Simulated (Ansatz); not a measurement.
# PbSe: band gap under strain

Aim: follow the gap of rocksalt PbSe through these states: -5.7 % strain along z alone; +4.8 % biaxial strain in the (111) plane, free along [111]; -5.6 % shear in the xy plane. The table at the end shows which levels were run.

Program: Ansatz 0.2.0. PAW datasets, plane waves. Computed at 0 K without zero-point motion; spin polarisation is off.

**1. Starting point**

The unstrained cell was relaxed with r2SCAN; in each strained cell the atoms were relaxed again with r2SCAN. Names of k-points are those of the unstrained zone, where strain can split equivalent points. First state: -5.7 % strain along z alone.

It is tetragonal, I4/mmm (No. 139); a = 4.368 Å, c = 5.823 Å in the conventional setting, 27.78 Å³ an atom. Pb has 6 Se at 2.91–3.09 Å; Se has 6 Pb at 2.91–3.09 Å.

As a file:

```cif
data_structure
_symmetry_space_group_name_H-M 'I4/mmm'
_symmetry_Int_Tables_number 139
_cell_length_a 4.3681
_cell_length_b 4.3681
_cell_length_c 5.8228
_cell_angle_alpha 90.000
_cell_angle_beta 90.000
_cell_angle_gamma 90.000
_cell_volume 111.10
loop_
_atom_site_label
_atom_site_type_symbol
_atom_site_symmetry_multiplicity
_atom_site_Wyckoff_symbol
_atom_site_fract_x
_atom_site_fract_y
_atom_site_fract_z
_atom_site_occupancy
Pb1 Pb 2 a 0.00000 0.00000 0.00000 1
Se1 Se 2 b 0.00000 0.00000 0.50000 1
```

**2. -5.7 % strain along z alone: PBE**

input.yaml

```yaml
crystal:
  lattice:
    - [0.0, 3.0887022205, 2.911410713]
    - [3.0887022205, 0.0, 2.911410713]
    - [3.0887022205, 3.0887022205, 0.0]
  atoms:
    - { symbol: Pb, position: [0.0, 0.0, 0.0] }
    - { symbol: Se, position: [0.5, 0.5, 0.5] }
kpoints:
  mp_grid: { grid: [8, 8, 8] }
  band_path:
    path:
      - [0.0, 0.0, 0.0]
      - [0.5, 0.0, 0.5]
      - [0.625, 0.25, 0.625]
      - [0.375, 0.375, 0.75]
      - [0.5, 0.5, 0.5]
      - [0.5, 0.25, 0.75]
      - [0.0, 0.0, 0.5]
    npoints: 1
hamiltonian:
  xc: pbe
scf:
  occupations: { method: fermi_dirac, width: 0.02 }
  n_extra_bands: 4
output:
  forces: true
  stress: true
  eigenvalues: true
  write_density: true
  write_potential: true
  elf: true
  volumetric_format: npy
```

The run is started by

```console
$ ansatz run input.yaml --threads 4 --pin off --max-ram 3686MiB --backend cpu --events-out ev --progress --plain --runs-dir out
```

After this run come: -5.7 % strain along z alone: r2SCAN; -5.7 % strain along z alone: HSE06; +4.8 % biaxial strain in the (111) plane, free along [111]: PBE; +4.8 % biaxial strain in the (111) plane, free along [111]: r2SCAN; +4.8 % biaxial strain in the (111) plane, free along [111]: HSE06; -5.6 % shear in the xy plane: PBE; -5.6 % shear in the xy plane: r2SCAN; -5.6 % shear in the xy plane: HSE06.

What does the calculation give?

**Answer**, as computed:

Least gap in eV (negative: overlap):

```
                                                     state    PBE  r2SCAN  HSE06
                               -5.7 % strain along z alone   0.06    0.33   0.44
+4.8 % biaxial strain in the (111) plane, free along [111]  -0.02    0.22   0.36
                              -5.6 % shear in the xy plane   0.11    0.38   0.50
```

What this shows: In PBE the gap is least under +4.8 % biaxial strain in the (111) plane, free along [111] (-0.02 eV) and largest under -5.6 % shear in the xy plane (0.11 eV). Under +4.8 % biaxial strain in the (111) plane, free along [111] PBE gives no gap, or under 0.02 eV, while HSE06 has one. Spin-orbit coupling is left out of the table, though the cell holds Pb (Z = 82); in an element this heavy it can shift bands and gaps by tenths of an eV.
